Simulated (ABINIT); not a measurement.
SnO: single point with PBEsol

The system is SnO.

```
Sn O
1.0
     3.81370    0.00000    0.00000
     0.00000    3.81370    0.00000
     0.00000    0.00000    4.88691
Sn O
2 2
Direct
  0.50000 0.00000 0.76463
  0.00000 0.50000 0.23537
  0.00000 0.00000 0.00000
  0.50000 0.50000 0.00000
```

The cell is a database's computed one.

```yaml
Program: ABINIT 10.8.3 (patched build)
Task: single point
Functional: PBEsol
Potentials_or_basis: PseudoDojo NC SR PBEsol v0.4.1 standard
Cutoff: 1143 eV
k_mesh: 7 × 7 × 6
Occupations: fermi-dirac, width 0.05 eV
Spin: no spin polarisation
```

| Quantity | Value |
| --- | --- |
| Pressure | 0.0 GPa |
| Largest force | 0.159 eV/Å |
| Band gap on the k mesh | 0.35 eV, indirect (least direct gap 1.98 eV) |
| Valence electrons inside the program's atomic spheres | Sn 10.50; O 6.19, 6.17 |

Forces in eV/Å, atoms in the order of the input:
```
Sn   0.000  0.000 -0.159
Sn   0.000  0.000  0.159
O    0.000  0.000  0.000
O    0.000  0.000  0.000
```

Stress tensor (GPa, compression positive):
```
 0.15  0.00  0.00
 0.00  0.15  0.00
 0.00  0.00 -0.28
```

Levels at points of the mesh, in eV from the valence-band top:
| k point | band 16 | band 17 | band 18 | band 19 | band 20 | band 21 | band 22 | band 23 | band 24 |
| --- | --- | --- | --- | --- | --- | --- | --- | --- | --- |
| (0.00, 0.00, 0.00) | -6.24 | -3.43 | -3.13 | -3.13 | 0.00 | 2.01 | 4.21 | 4.72 | 4.72 |
| (0.00, 0.00, 0.50) | -3.50 | -3.19 | -3.15 | -3.15 | -2.18 | 1.61 | 3.00 | 3.00 | 3.68 |

Run time: 5.3 min on 1 thread of Intel(R) Xeon(R) Platinum 8259CL CPU @ 2.50GHz (Skylake/Cascade Lake), with other jobs on the host, peak memory 0.17 GiB.

Caveat: spin-orbit coupling is left out, which moves the levels of the heavy elements; an odd mesh through Γ misses points on the zone boundary, where band edges often lie.
